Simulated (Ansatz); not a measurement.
Crystal: ZnO (zincite).

```
Zn O
1.0
     3.24931    0.00000    0.00000
    -1.62465    2.81398    0.00000
     0.00000    0.00000    5.20571
Zn O
2 2
Cartesian
  1.6247 0.9380 0.0000
  0.0000 1.8760 2.6029
  0.0000 1.8760 4.5759
  1.6247 0.9380 1.9730
```

Base run:

```yaml
Program: Ansatz 0.2.0
Functional: PBE
Potentials_or_basis: Ansatz PAW soft_1
Cutoff: 420 eV
Density_cutoff: 1680 eV
k_mesh: 9 × 9 × 5
Occupations: fermi-dirac, width 0.05 eV
Spin: no spin polarisation
```

Its results: band gap on the k mesh 0.80 eV, direct; pressure 5.0 GPa; largest force 0.070 eV/Å.

The run is repeated on the same cell with these changes: potentials or basis from Ansatz PAW soft_1 to Ansatz NC; cutoff from 420 eV to 1240 eV; density cutoff from 1680 eV to 4960 eV; valence electrons from 36 to 52. What comes out?

Band gap on the k mesh 0.85 eV, direct; pressure 4.7 GPa; largest force 0.071 eV/Å.

Caveats: odd divisions of the mesh miss points on the zone boundary, where band edges often lie, so the gap on the mesh can be too wide (some runs).

Not every run made on this cell is shown here.
